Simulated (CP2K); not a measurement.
**Sn under changes of volume**

One of the cells (27.650 Å³/atom); the others are scaled copies at fixed shape and fractional positions:

```
CELL_PARAMETERS angstrom
4.45495 0.00000 0.00000
-3.30667 2.98538 0.00000
-0.57414 -1.49269 4.15799
ATOMIC_POSITIONS crystal
Sn 0.00000 0.00000 0.00000
Sn 0.75000 0.25000 0.50000
```

```yaml
Program: CP2K 2026.2
Functional: PBE
Potentials_or_basis: POTENTIAL_UZH Sn GTH-PBE-q4; TZVP-MOLOPT-PBE-GTH basis
Density_cutoff: 6123 eV
k_mesh: 9 × 9 × 9
Occupations: fermi-dirac, width 0.05 eV
Spin: no spin polarisation
```

```tsv
volume (Å³/atom)	energy over the lowest point (meV/atom)	pressure (GPa)
25.991	54.49	6.5
26.544	34.80	5.0
27.097	19.99	3.6
27.650	?	?
28.203	3.00	1.4
28.756	0.00	0.4
29.309	0.19	-0.5
```

Problem. What does the run at 27.650 Å³/atom give?

Solution. Energy over the lowest point 9.54 meV/atom; pressure 2.4 GPa.

Worked out: A Birch-Murnaghan fit of order 3 (a polynomial in V^(-2/3)) to the other rows has its minimum at 29.00 Å³/atom with B0 = V·E''(V) = 46 GPa and B' = 4.5 at fixed shape and positions, which overstates the stiffness. It gives 9.53 meV/atom at 27.650 Å³/atom, against the run's 9.54, and -dE/dV = 2.4 GPa, against 2.4.

Energies are extrapolated to zero smearing.

Caveats: the basis of atomic orbitals isn't converged, which shifts pressures, moduli and gaps.
